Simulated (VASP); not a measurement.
# BN (Pnma) in VASP: a series of runs

One crystal, BN, is run at these levels: LDA; tasks: single point.

Everything below comes from runs of VASP 6.6.1. Logs are shortened: lines on timing, memory, paths and dates and some standing lists are left out, and cuts for length are marked.

### 1 The undisturbed crystal

Symmetry: Pnma, No. 62, orthorhombic system. Conventional cell: a = 4.880 Å, b = 2.591 Å, c = 4.292 Å, α = 90.00°, β = 90.00°, γ = 90.00°. N (site symmetry m) is surrounded by 4 B at 1.51 to 1.65 Å. B (site symmetry m) is surrounded by 4 N at 1.51 to 1.65 Å.

Measurements of this composition are mostly on another form, of space group No. 194.

### 2 Single point, LDA

INCAR reads:

```
PREC = Accurate
ENCUT = 460
EDIFF = 1E-4
ISMEAR = 0
SIGMA = 0.05
LREAL = False
LASPH = True
NELM = 100
ALGO = Normal
ISIF = 2
LWAVE = False
LCHARG = False
NBANDS = 26
ADDGRID = False
```

KPOINTS reads:

```
Automatic mesh
0
Gamma
  2 4 3
```

POSCAR reads:

```
BN
1.0
    4.8800890000      0.0000000000      0.0000000000
    0.0000000000      2.5914640000      0.0000000000
    0.0000000000      0.0000000000      4.2920490000
N B
4 4
Direct
    0.3126810000      0.7789050000      0.1007580000
    0.6862050000      0.2199960000      0.9104900000
    0.1885540000      0.2516410000      0.5901280000
    0.8143530000      0.7609560000      0.4059790000
    0.3484130000      0.2497860000      0.9057480000
    0.1724810000      0.7260260000      0.4021060000
    0.8489350000      0.2255820000      0.5905950000
    0.6397780000      0.7695720000      0.0911510000
```

Potentials or basis: VASP PAW LDA potentials, release 64 (N, B).

Started as:

```sh
$ cat potpaw_LDA.64/N/POTCAR potpaw_LDA.64/B/POTCAR > POTCAR
$ mpirun -np 1 vasp_std > vasp.out
```

OUTCAR:

```text
PREC = Accurate
   ENCUT = 460
   EDIFF = 1E-4
   ISMEAR = 0
   LREAL = False
   LASPH = True
   NELM = 100
   ISIF = 2

 Found     14 irreducible k-points:

 Following reciprocal coordinates:
            Coordinates               Weight
  0.000000  0.000000  0.000000      1.000000
  0.500000  0.000000  0.000000      1.000000
  0.000000  0.250000  0.000000      2.000000
  0.500000  0.250000  0.000000      2.000000
  0.000000  0.500000  0.000000      1.000000
  0.500000  0.500000  0.000000      1.000000
   k-points           NKPTS =     14   k-points in BZ     NKDIM =     14   number of bands    NBANDS=     26
   number of dos      NEDOS =    301   number of ions     NIONS =      8
   total plane-waves  NPLWV =  19440
   dimension x,y,z NGX =    36 NGY =   18 NGZ =   30
   dimension x,y,z NGXF=    72 NGYF=   36 NGZF=   60
   ions per type =               4   4
   NGX,Y,Z   is equivalent  to a cutoff of  12.26, 11.55, 11.62 a.u.
   NGXF,Y,Z  is equivalent  to a cutoff of  24.53, 23.09, 23.24 a.u.
 SYSTEM =  unknown system
   PREC   = accura    normal or accurate (medium, high low for compatibility)
   ISTART =      0    job   : 0-new  1-cont  2-samecut
   ICHARG =      2    charge: 1-file 2-atom 10-const
   ISPIN  =      1    spin polarized calculation?
   LNONCOLLINEAR =      F non collinear calculations
   LSORBIT =      F    spin-orbit coupling
   LASPH  =      T    aspherical Exc in radial PAW
   ENCUT  =  460.0 eV  33.81 Ry    5.81 a.u.   8.53  4.53  7.51*2*pi/ulx,y,z
   NELM   =    100;   NELMIN=  2; NELMDL= -5     # of ELM steps
   EDIFF  = 0.1E-03   stopping-criterion for ELM
   LREAL  =      F    real-space projection
   EDIFFG = 0.1E-02   stopping-criterion for IOM
   NSW    =      0    number of steps for IOM
   IBRION =     -1    ionic relax: 0-MD 1-quasi-New 2-CG
   NFREE  =      0    steps in history (QN), initial steepest desc. (CG)
   ISIF   =      2    stress and relaxation
   ISYM   =      2    0-nonsym 1-usesym 2-fastsym
   POTIM  = 0.5000    time-step for ionic-motion
   TEBEG  =    0.0;   TEEND  =   0.0 temperature during run
   PSTRESS=    0.0 pullay stress
   NELECT =      32.0000    total number of electrons
   NUPDOWN=      -1.0000    fix difference up-down
   EMIN   =  10.00;   EMAX   =-10.00  energy-range for DOS
   EFERMI =   0.00;   METHOD = LEGACY
   ISMEAR =     0;   SIGMA  =   0.05  broadening in eV -4-tet -1-fermi 0-gaus
   EFERMI_NEDOS =   21; number of points for ismear=-14 and -15
   IALGO  =     38    algorithm
   IMIX   =      4    mixing-type and parameters
     AMIX     =   0.40;   BMIX     =  1.00
     AMIX_MAG =   1.60;   BMIX_MAG =  1.00
  volume/ion in A,a.u.               =       6.78        45.79
  Fermi-wavevector in a.u.,A,eV,Ry     =   1.372711  2.594047 25.637923  1.884334
  Thomas-Fermi vector in A             =   2.498293
   LORBIT       =      0    0 simple, 1 ext, 2 COOP (PROOUT), +10 PAW based schemes
   GGA     = CA    functional components
   LHFCALC =     F    Hartree Fock is set to
   AEXX    =    0.0000 exact exchange contribution
   IVDW    =     0    specifies the selected vdW correction
   LEPSILON=     F    determine dielectric tensor
   LRPA    =     F    only Hartree local field effects (RPA)
 non-spin polarized calculation
 Gauss-broadening in eV      SIGMA  =   0.05
  energy-cutoff  :      460.00
  volume of cell :       54.28
 maximum number of plane-waves:      1239
 NGX is ok and might be reduce to    36
   NGX = 17   NGY =  9   NGZ = 15

 number of electron      31.9999997 magnetization

 Free energy of the ion-electron system (eV)
  ---------------------------------------------------
  ext. energy  EPLUGINS =         0.00000000
  ---------------------------------------------------
  free energy    TOTEN  =       -74.81797108 eV

  energy without entropy =      -74.81797108  energy(sigma->0) =      -74.81797108

 E-fermi :   5.9376     XC(G=0): -12.1756

 val. band max:        5.6426557217   @ k =   0.0000   0.0000   0.0000
 cond. band min:      10.9951027835   @ k =   0.5000   0.0000   0.3333
 fundamental gap:      5.3524470619
 Fermi energy:         5.9376099965

 k-point     1 :       0.0000    0.0000    0.0000
  band No.  band energies     occupation
      1     -14.0521      2.00000
      2     -11.4304      2.00000
      3     -10.4037      2.00000
      4      -8.3397      2.00000
      5      -3.2183      2.00000
      6      -2.8632      2.00000
[... 18 lines left out ...]
     25      16.5908      0.00000
     26      17.6502      0.00000

 k-point     2 :       0.5000    0.0000    0.0000
  band No.  band energies     occupation
      1     -13.4716      2.00000
      2     -12.7885      2.00000
      3      -9.2294      2.00000
      4      -8.7304      2.00000
      5      -3.9167      2.00000
      6      -3.3047      2.00000
[... 18 lines left out ...]
     25      16.6003      0.00000
     26      16.8592      0.00000

 k-point     3 :       0.0000    0.2500    0.0000
  band No.  band energies     occupation
      1     -13.1247      2.00000
      2     -10.6676      2.00000
      3      -9.7761      2.00000
      4      -8.2697      2.00000
      5      -3.2168      2.00000
      6      -2.4848      2.00000
[... 18 lines left out ...]
     25      16.9840      0.00000
     26      18.3398      0.00000

 k-point     4 :       0.5000    0.2500    0.0000
  band No.  band energies     occupation
      1     -12.5871      2.00000
      2     -11.8998      2.00000
      3      -8.9326      2.00000
      4      -8.4093      2.00000
      5      -3.2305      2.00000
      6      -2.5898      2.00000
[... 18 lines left out ...]
     25      17.4158      0.00000
     26      18.0932      0.00000

 k-point     5 :       0.0000    0.5000    0.0000
  band No.  band energies     occupation
      1     -10.9853      2.00000
      2     -10.2390      2.00000
      3      -9.2255      2.00000
      4      -8.9628      2.00000
      5      -3.4204      2.00000
      6      -3.2923      2.00000
[... 18 lines left out ...]
     25      18.4736      0.00000
     26      19.0914      0.00000

 k-point     6 :       0.5000    0.5000    0.0000
  band No.  band energies     occupation
      1     -10.6976      2.00000
      2      -9.9045      2.00000
      3      -9.8294      2.00000
      4      -9.2286      2.00000
      5      -3.0840      2.00000
      6      -2.9413      2.00000
[... 18 lines left out ...]
     25      18.5193      0.00000
     26      18.7402      0.00000

 [... further k-points ...]

------------------------ aborting loop because EDIFF is reached ----------------------------------------

  FORCE on cell =-STRESS in cart. coord.  units (eV):
  Direction    XX          YY          ZZ          XY          YZ          ZX
  --------------------------------------------------------------------------------------
  -------------------------------------------------------------------------------------
  Total       -5.2482155     -0.9248301     -2.3128593      1.2613997     -2.0329862     -0.7033219
  in kB     -154.9118517    -27.2982587    -68.2687904     37.2328014    -60.0077601    -20.7599902
  external PRESSURE =     -83.4929670 kB  Pullay stress =       0.0000000 kB

 VOLUME and BASIS-vectors are now :
 -----------------------------------------------------------------------------
  energy-cutoff  :      460.00
  volume of cell :       54.28
      direct lattice vectors                 reciprocal lattice vectors
     4.880089000  0.000000000  0.000000000     0.204914296  0.000000000  0.000000000
     0.000000000  2.591464000  0.000000000     0.000000000  0.385882266  0.000000000
     0.000000000  0.000000000  4.292049000     0.000000000  0.000000000  0.232988952

 POSITION                                       TOTAL-FORCE (eV/Angst)
 -----------------------------------------------------------------------------------
      1.52591      2.01850      0.43246         0.706987     -2.348237     -0.639208
      3.34874      0.57011      3.90787        -0.440262      3.493349     -2.419371
      0.92016      0.65212      2.53286         0.491756     -1.345820      1.814725
      3.97412      1.97199      1.74248        -0.168057     -2.446399     -1.416352
      1.70029      0.64731      3.88751        -0.854751      1.305961     -1.225933
      0.84172      1.88147      1.72586        -1.377660      2.176056      0.047599
      4.14288      0.58459      2.53486        -0.685469      2.120396      1.264202
      3.12217      1.99432      0.39122         2.327455     -2.955305      2.574338
 -----------------------------------------------------------------------------------
    total drift:                               -0.001992      0.002124      0.006323

  FREE ENERGIE OF THE ION-ELECTRON SYSTEM (eV)
  ---------------------------------------------------
  free  energy   TOTEN  =       -74.8179710823 eV

  energy  without entropy=      -74.8179710823  energy(sigma->0) =      -74.81797108
```

Wall time 8.5 s (1 thread of Intel Xeon Platinum 8259CL at 2.50GHz (Skylake/Cascade Lake), shared host); peak memory 0.13 GiB.

The run converged, but some of its settings lie outside the range that counts as converged, so its numbers aren't taken as properties of the crystal.

What came out:

| Item | Value |
| --- | --- |
| Free energy | -74.8180 eV |
| Pressure | -8.3 GPa |
| Largest force | 4.558 eV/Å |
| Band gap on the k mesh | 5.35 eV, indirect (least direct gap 5.78 eV) |

Caveat: the k mesh is coarse (spacing up to 0.64 Å⁻¹), so the values aren't converged; the cutoff is under 1.25 times the usual one of these potentials, so pressure, stress and relaxed cells hold a basis-set (Pulay) error; an odd mesh through Γ misses points on the zone boundary, where band edges often lie.

### 3 Single point, LDA

Edit INCAR of step 2 so:

```diff
@@ -2,3 +2,3 @@
 ENCUT = 460
-EDIFF = 1E-4
+EDIFF = 1E-6
 ISMEAR = 0
```

KPOINTS is that of step 2.

POSCAR is that of step 2.

Potentials or basis: VASP PAW LDA potentials, release 64 (N, B).

Started as:

```sh
$ cat potpaw_LDA.64/N/POTCAR potpaw_LDA.64/B/POTCAR > POTCAR
$ mpirun -np 1 vasp_std > vasp.out
```

It took 12 s on 1 thread of Intel Xeon Platinum 8259CL at 2.50GHz (Skylake/Cascade Lake), shared host; peak memory 0.13 GiB.

The run converged, but some of its settings lie outside the range that counts as converged, so its numbers aren't taken as properties of the crystal.

Results:

```
Free energy            : -74.8180 eV
Pressure               : -8.1 GPa
Largest force          : 4.561 eV/Å
Band gap on the k mesh : 5.35 eV, indirect (least direct gap 5.78 eV)
```

Caveat: the k mesh is coarse (spacing up to 0.64 Å⁻¹), so the values aren't converged; the cutoff is under 1.25 times the usual one of these potentials, so pressure, stress and relaxed cells hold a basis-set (Pulay) error; an odd mesh through Γ misses points on the zone boundary, where band edges often lie.
